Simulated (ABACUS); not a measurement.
Runs of ABACUS 3.10.1 on As. Symmetry: R-3m, No. 166, trigonal system. The conventional cell has a = 3.762 Å, b = 3.762 Å, c = 10.542 Å, α = 90.00°, β = 90.00°, γ = 120.00°. As (site symmetry 3m) has 3 As at 2.51 Å as nearest neighbours. 

```csv
task,level,potentials or basis,k mesh,SCF threshold on the density,eigensolver,symmetry key,orbital files,share of exact exchange,mesh quality,gap on the mesh (eV)
single point,LDA,"PseudoDojo NC SR 0.4.1 LDA stringent, plane waves",7 × 7 × 7,1e-08,dav,1,-,-,not flagged,(a)
single point,PBE0-type (share 0.4),"PseudoDojo NC SR 0.4.1 PBE standard, DZP LCAO (the cutoffs set its grid)",4 × 4 × 4,1e-07,genelpa,1,As As_confined-atom_7au_2s2p2d.orb,0.4,coarse,1.43
single point,PBE0-type (share 0.1),"PseudoDojo NC SR 0.4.1 PBE standard, DZP LCAO (the cutoffs set its grid)",4 × 4 × 4,1e-07,genelpa,1,As As_confined-atom_7au_2s2p2d.orb,0.1,coarse,0.39
single point,PBE0-type (share 0.25),"PseudoDojo NC SR 0.4.1 PBE standard, DZP LCAO (the cutoffs set its grid)",4 × 4 × 4,1e-07,genelpa,1,As As_confined-atom_7au_2s2p2d.orb,0.25,coarse,1.00
```

Alike in all rows: no spin polarisation; cell as given; cutoff (eV) 1361; smearing fermi-dirac 0.05 eV.

Task: Fill in the values left out.

Result: (a) none.

Caveats: some runs use coarse meshes; the atomic orbitals were generated for these runs and aren't a published set (some runs); the hybrid runs on potentials with a model core (some runs); gaps of hybrids in this basis differ from plane-wave ones by up to 0.1 eV (some runs); the basis of atomic orbitals isn't converged, which shifts pressures, moduli and gaps (some runs).

A k mesh can miss the band edges, and the runs leave out spin-orbit coupling on As.

The runs don't all hold the same shells in valence.

Runs at the PBE level aren't shown here.
